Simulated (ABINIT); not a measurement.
## ZnS: equation of state with PBE+D3

**The experiment to reproduce.**

“Electronic, vibrational, and thermodynamic properties of ZnS (zincblende and rocksalt structure)”, 2009, arxiv:0911.5022 quotes, for a bulk crystal of ZnS: bulk modulus 76.9 GPa.

ZnS:

```xyz
2
Lattice="0.0000 2.7020 2.7020 2.7020 0.0000 2.7020 2.7020 2.7020 0.0000" Properties=species:S:1:pos:R:3 pbc="T T T"
Zn    4.0530    4.0530    4.0530
S     0.0000    0.0000    0.0000
```

```
Program             : ABINIT 10.8.3 (patched build)
Task                : equation of state
Functional          : PBE
Dispersion          : D3
Potentials or basis : JTH PAW PBE v2.0
Cutoff              : 599 eV
k mesh              : 9 × 9 × 9
Occupations         : fermi-dirac, width 0.05 eV
Spin                : no spin polarisation
```

| Property | Result |
| --- | --- |
| Equilibrium volume | 19.46 Å³/atom |
| Bulk modulus | 80 GPa |
| Pressure derivative of the bulk modulus | 4.6 |

Energy against volume, from the lowest point:
```csv
volume (Å³/atom),energy (meV/atom)
18.543,11.62
18.938,3.51
19.332,0.00
19.727,0.64
20.121,4.97
20.516,12.59
20.910,23.15
```

Wall time 5.1 min on 1 thread of Arm Neoverse V1, on a shared host, peak memory 0.15 GiB.

A measured bulk modulus of ZnS is 76.9 GPa (quoted in “Electronic, vibrational, and thermodynamic properties of ZnS (zincblende and rocksalt structure)”, 2009, arxiv:0911.5022); the calculated 80 GPa misses it by +3.5 %. The fit is for a static lattice scaled at fixed shape and fixed fractional positions.

Caveat: pressures at fixed basis lie under the slope of the energies.
